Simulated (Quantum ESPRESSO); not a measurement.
The As K edge of atom 1 in BAs (F-43m), with 4 B at 2.07 Å (tetrahedral, site symmetry -43m), was computed in 2 ways: full core hole (charged cell) and no core hole. Program and functional: Quantum ESPRESSO XSpectra, PBE, Lorentzian half width 1.07 eV up to 4 eV, rising linearly to 1.75 eV at 25 eV (not a setting of the program: the run's 0.4 eV curve was folded afterwards with a further Lorentzian); cells of 2 and 12 atoms (the run without a hole in the smaller).

Each run is counted from its own lowest empty level or Fermi level and scaled to a mean of 1 over its first 20 eV. (XSpectra's own axis starts at xe0, in the gap; it has been shifted.)

```tsv
E (eV)	run 1	run 2
-2.0	0.11	0.17
-1.0	0.16	0.26
0.0	0.24	0.47
1.0	0.40	0.83
2.0	0.63	1.18
3.0	0.92	1.42
4.0	1.26	1.45
5.0	1.31	1.29
6.0	1.09	1.16
7.0	1.15	1.09
8.0	1.34	0.98
9.0	1.04	0.88
10.0	0.87	0.84
11.0	0.89	0.87
12.0	0.92	0.97
13.0	1.02	1.13
14.0	1.23	1.30
15.0	1.55	1.24
16.0	1.39	0.93
17.0	1.00	0.71
18.0	0.80	0.63
19.0	0.69	0.57
20.0	0.69	0.56
21.0	0.76	0.57
22.0	0.71	0.59
23.0	0.67	0.61
24.0	0.68	0.62
25.0	0.69	0.62
26.0	0.68	0.62
27.0	0.67	0.61
28.0	0.66	0.59
29.0	0.65	0.58
30.0	0.64	0.59
31.0	0.64	0.60
32.0	0.60	0.60
```

**Question.** Which run is which?

Run 1: no core hole (area from −2 to 6 eV 5.5, main maxima 4.6 eV (1.36), 8.0 eV (1.34), 15.2 eV (1.57) and 21.1 eV (0.76)). Run 2: full core hole (charged cell) (area from −2 to 6 eV 7.6, main maxima 3.6 eV (1.48), 14.4 eV (1.32) and 23.9 eV (0.62)). With each curve scaled to its own mean, the area from −2 to 6 eV with the hole is 7.6 against 5.5, and the centre of weight from −1 to 20 eV moves by -1.2 eV: the hole pulls the absorber's empty states down.

[Banner, clock and machine lines of the logs are left out without a mark of their own.]

[Logs are printed without paths, hosts, clocks, repeated set-up lines and the standing remarks that a program may print on its own settings, such as how far it seeks lower states.]

[Hosts, paths, dates, database ids (printed as entryN), source tags and the programs' standing remarks are cut or masked in the printed files.]

[Lists of maxima count a maximum above −3 eV only where it reaches 4 % of the highest in the window and stands out from its surroundings by 2 % of it (1.5 % where it reaches 55 %); shoulders and weaker maxima are passed over, and of the rest the first, up to two pre-edge ones and the few strongest are named.]
